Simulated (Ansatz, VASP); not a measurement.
## Two plane-wave programs on WSe4

```
CELL_PARAMETERS angstrom
5.22065 0.00000 0.00000
0.00000 5.22065 0.00000
0.00000 0.00000 5.22065
ATOMIC_POSITIONS crystal
W 0.00000 0.00000 0.00000
Se 0.25000 0.25000 0.25000
Se 0.75000 0.75000 0.25000
Se 0.25000 0.75000 0.75000
Se 0.75000 0.25000 0.75000
```

Change from the starting cell: species swapped into the SnI4 type (P-43m, No. 215).

Alike in both runs: task single point; functional PBE; k mesh 4 × 4 × 4; occupations gaussian, width 0.1 eV; no spin polarisation.

```csv
,VASP,Ansatz
version,VASP 6.6.1,Ansatz 0.2.0
potentials or method,"VASP PAW PBE potentials, release 64 (W_sv, Se)","scalar-relativistic, plane waves, PAW"
plane-wave cutoff (eV),520,420
valence electrons in the cell,38,78
```

```csv
,VASP,Ansatz,Ansatz less VASP
gap on the k mesh at the Fermi level (eV),none,none,-
pressure (GPa),6.1,6.0,-0.15
rms of the force components (eV/Å),0.717,0.694,-0.0229
```

A gap of «none» marks a metal or a gap that the smearing closes. The two sets of potentials don't hold the same shells in valence.

The runs have no spin-orbit coupling, so splittings on W are missing.
